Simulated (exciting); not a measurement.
ZnSe (Stilleite), 2 atoms in the cell. The structure is cubic, space group F-43m (No. 216). Conventional cell: a = 5.668 Å, b = 5.668 Å, c = 5.668 Å, α = 90.00°, β = 90.00°, γ = 90.00°. Around Se (site symmetry -43m) lie 4 Zn at 2.45 Å. Around Zn (site symmetry -43m) lie 4 Se at 2.45 Å. 

```yaml
Program: exciting (release sodium)
Task: phonons
Functional: PBEsol
Potentials_or_basis: all-electron LAPW+lo, shipped species files, valence relativity zora
rgkmax: 7.5
k_mesh: 6 × 6 × 6
Occupations: gaussian, width 0.005 eV
Spin: no spin polarisation
q_or_response_mesh: 1 × 1 × 1
gmaxvr_cutoff_of_density_and_potential: 14 1/bohr
lmaxapw_and_lmaxmat: 8
lmaxvr: 8
nempty: 10
Valence_relativity: zora
epsengy: 1e-05 Ha
epspot: 1e-07 Ha
maxscl: 60
Muffin-tin_radii: Se 2.0, Zn 2.0 bohr
```

Potentials or basis: all-electron LAPW+lo, shipped species files, valence relativity zora.

The run is started by

```console
$ OMP_NUM_THREADS=1 exciting_smp
```

Hardware: 1 thread of AMD EPYC 7R43 64-Core Processor (Zen 3), with other jobs on the host.

**Question.** How long does it take, and how much memory?

**Answer.** Wall time 11 min on 1 thread of AMD EPYC 7R43 64-Core Processor (Zen 3) (shared host), peak memory 0.81 GiB. Counts: scf iterations 14, plane waves 283.
